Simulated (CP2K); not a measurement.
Runs of CP2K 2026.2 on PtS2. The structure is trigonal, space group P-3m1 (No. 164). Conventional cell: a = 3.543 Å, b = 3.543 Å, c = 5.039 Å, α = 90.00°, β = 90.00°, γ = 120.00°. Pt (site symmetry -3m) is surrounded by 6 S at 2.34 Å. Around S (site symmetry 3m) lie 3 Pt at 2.34 Å. 

| level | potentials or basis | smearing | NGRIDS | points a segment of the path (NPOINTS) | bands added on the path | CUTOFF of the grids | gap on the mesh (eV) | pressure (GPa) | largest force (eV/Å) |
| --- | --- | --- | --- | --- | --- | --- | --- | --- | --- |
| PBEsol | POTENTIAL_UZH Pt GTH-PBE-q18, S GTH-PBE-q6; TZVP-MOLOPT-PBE-GTH basis | fermi-dirac 0.05 eV | 5 | 10 | 2 | 450 Ry | 0.96 | 7.9 | (b) |
| LDA | GTH_POTENTIALS Pt GTH-PADE-q18, S GTH-PADE-q6; TZVP-MOLOPT-PBE-GTH basis | fermi-dirac 0.0259 eV | 5 | 6 | 4 | 450 Ry | 0.97 | -0.5 | 1.16 |
| TB-mBJ | POTENTIAL_UZH Pt GTH-PBE-q18, S GTH-PBE-q6; TZVP-MOLOPT-PBE-GTH basis | fermi-dirac 0.1 eV | 5 | 10 | 6 | 675 Ry | 1.19 | - | - |
| r2SCAN | POTENTIAL_UZH Pt GTH-SCAN-q18, S GTH-SCAN-q6; TZVP-MOLOPT-SCAN-GTH basis | fermi-dirac 0.01 eV | 4 | 10 | 2 | 675 Ry | (a) | 11.1 | 1.49 |

Alike in all rows: task band structure; no spin polarisation; cell as given; k mesh 9 × 9 × 5.

Question: Fill in the values left out.

Answer: (a) 1.20; (b) 1.19.

Caveats: spin-orbit coupling is left out, which moves the levels of the heavy elements; the basis of atomic orbitals isn't converged, which shifts pressures, moduli and gaps; the potentials were made for another functional, which shifts forces and pressure (some runs); forces of over 1 eV/Å show positions far from the minimum, so gaps and moduli don't describe the material at rest (some runs); this is a model potential without an energy functional, so only levels have meaning (some runs).

A k mesh can miss the band edges, and the runs leave out spin-orbit coupling on Pt.

Runs at the PBE level aren't shown here.
